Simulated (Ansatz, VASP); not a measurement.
One calculation of TiCo, two programs

INCAR

```
  ALGO = Normal
  EDIFF = 1E-6
  ENCUT = 520
  GGA = CA
  ISIF = 2
  ISMEAR = -1
  ISPIN = 2
  LASPH = True
  LCHARG = False
  LMAXMIX = 4
  LORBIT = 11
  LREAL = False
  LWAVE = False
  MAGMOM = -1 2
  NBANDS = 22
  NELM = 150
  PREC = Accurate
  SIGMA = 0.05
```

Contents of KPOINTS:

```
k-points
0
Gamma
  12 12 12
```

The input POSCAR:

```
TiCo
1.0
    3.0164276150      0.0000000000      0.0000000000
    0.0000000000      3.0164276150      0.0000000000
    0.0000000000      0.0000000000      2.9263887702
Ti Co
1 1
Direct
    0.0000000000      0.0000000000      0.0000000000
    0.5000000000      0.5000000000      0.5000000000
```

Input for Ansatz:

```yaml
crystal:
  lattice:
    - [3.016427615, 0.0, 0.0]
    - [0.0, 3.016427615, 0.0]
    - [0.0, 0.0, 2.9263887702]
  atoms:
    - { symbol: Ti, position: [0.0, 0.0, 0.0], spin: -1.0 }
    - { symbol: Co, position: [0.5, 0.5, 0.5], spin: 2.0 }
magnetization:
  spin_polarized: true
kpoints:
  mp_grid: { grid: [12, 12, 12] }
scf:
  occupations: { method: fermi_dirac, width: 0.05 }
  lower_state_search: "off"
hamiltonian:
  xc: lda
  pseudopotentials: { kind: paw }
output:
  forces: true
  stress: true
  eigenvalues: true
```

Change from the starting cell: stretched by -2 % along [0.0, 0.0, 1.0] at fixed volume; collinear moments without spin-orbit coupling, PAW files.

Alike in both runs: task single point; functional LDA; k mesh 12 × 12 × 12; occupations fermi-dirac, width 0.05 eV; collinear spin.

```csv
,VASP,Ansatz
version,VASP 6.6.1,Ansatz 0.2.0
potentials or method,"VASP PAW LDA potentials, release 64 (Ti_sv, Co)","PAW with Ansatz's default frozen-core files, scalar-relativistic"
plane-wave cutoff (eV),520,420
valence electrons in the cell,21,29
```

|  | VASP | Ansatz | Ansatz less VASP |
| --- | --- | --- | --- |
| pressure (GPa) | -15.2 | -14.8 | +0.42 |
| largest component of the traceless stress (GPa) | 0.72 | 0.83 | +0.111 |
| net moment per atom (μB) | 0.09 | 0.21 | +0.117 |
| size of the moment on the site where the two differ most (μB) | 0.18 | 0.43 | +0.253 |

The net moments differ so much that the two runs ended in different magnetic states, which moves the other rows too. Site moments also hang on the region over which each program counts them. The two sets of potentials don't hold the same shells in valence.

Caveats: so large a pressure means that the cell lies far from this level's equilibrium, or that cutoff or potentials fall short (VASP).
